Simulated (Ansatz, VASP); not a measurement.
## One calculation of Ti, two programs

run.py

```python
from ase.calculators.vasp import Vasp
from ase.dft.bandgap import bandgap
from ase.io import read

atoms = read('Ti.cif', primitive_cell=True, subtrans_included=False)
calc = Vasp(
    directory='calc',
    xc='pbe',
    pp='PBE',
    setups='gw',
    prec='Accurate',
    encut=550,
    ediff=1e-06,
    ismear=0,
    sigma=0.1,
    lreal=False,
    lasph=True,
    nelm=60,
    algo='Normal',
    isif=2,
    lwave=False,
    lcharg=True,
    lelf=True,
    lvhar=True,
    kpts=[10, 10, 6],
    gamma=True,
    nbands=19,
)
atoms.calc = calc

print('energy (eV):', atoms.get_potential_energy())
print('free energy (eV):', atoms.get_potential_energy(force_consistent=True))
print('forces (eV/A):')
print(atoms.get_forces())
print('stress (eV/A^3, Voigt):', atoms.get_stress())
print('Fermi level (eV):', calc.get_fermi_level())
gap, top, bottom = bandgap(calc)
print('band gap (eV):', gap, 'from (spin, k, band)', top, 'to', bottom)
```

File Ti.cif:

```cif
data_Ti
_cell_length_a 2.95000000
_cell_length_b 2.95000000
_cell_length_c 4.68000000
_cell_angle_alpha 90.00000000
_cell_angle_beta 90.00000000
_cell_angle_gamma 120.00000000
_space_group_name_H-M_alt 'P6_3/mmc'
_space_group_name_Hall '-P 6c 2c'
_space_group_IT_number 194
loop_
_space_group_symop_operation_xyz
'x,y,z'
'-x,-y,-z'
'x-y,x,z+1/2'
'-x+y,-x,-z+1/2'
'-y,x-y,z'
'y,-x+y,-z'
'-x,-y,z+1/2'
'x,y,-z+1/2'
'-x+y,-x,z'
'x-y,x,-z'
'y,-x+y,z+1/2'
'-y,x-y,-z+1/2'
'-y,-x,-z+1/2'
'y,x,z+1/2'
'-x,-x+y,-z'
'x,x-y,z'
'-x+y,y,-z+1/2'
'x-y,-y,z+1/2'
'y,x,-z'
'-y,-x,z'
'x,x-y,-z+1/2'
'-x,-x+y,z+1/2'
'x-y,-y,-z'
'-x+y,y,z'
loop_
_atom_site_label
_atom_site_type_symbol
_atom_site_symmetry_multiplicity
_atom_site_Wyckoff_symbol
_atom_site_fract_x
_atom_site_fract_y
_atom_site_fract_z
_atom_site_occupancy
Ti1 Ti 2 c 0.6666666667 0.3333333333 0.7500000000 1
```

File input.yaml:

```yaml
crystal:
  lattice:
    - [2.95, 0.0, 0.0]
    - [-1.475, 2.5547749412, 0.0]
    - [0.0, 0.0, 4.68]
  atoms:
    - { symbol: Ti, position: [0.6666666667, 0.3333333333, 0.75] }
    - { symbol: Ti, position: [0.3333333333, 0.6666666667, 0.25] }
hamiltonian:
  xc: pbe
  pseudopotentials: { kind: paw }
kpoints:
  mp_grid: { grid: [10, 10, 6] }
scf:
  occupations: { method: gaussian, width: 0.1 }
output:
  forces: true
  stress: true
  eigenvalues: true
```

Alike in both runs: task single point; functional PBE; k mesh 10 × 10 × 6; occupations gaussian, width 0.1 eV; no spin polarisation.

|  | VASP | Ansatz |
| --- | --- | --- |
| version | VASP 6.6.1 | Ansatz 0.2.0 |
| potentials or method | VASP PAW PBE potentials, release 64 (Ti_sv_GW) | Ansatz PAW |
| plane-wave cutoff (eV) | 550 | 420 |
| valence electrons in the cell | 24 | 24 |

VASP gave:

| Quantity | Value |
| --- | --- |
| gap on the k mesh at the Fermi level (eV) | none |
| pressure (GPa) | -2.8 |
| largest component of the traceless stress (GPa) | 0.24 |

Task: What did Ansatz give for the same quantities?

Result: gap on the k mesh at the Fermi level (eV): none; pressure (GPa): -1.5; largest component of the traceless stress (GPa): 0.25.

A gap of «none» marks a metal or a gap that the smearing closes.
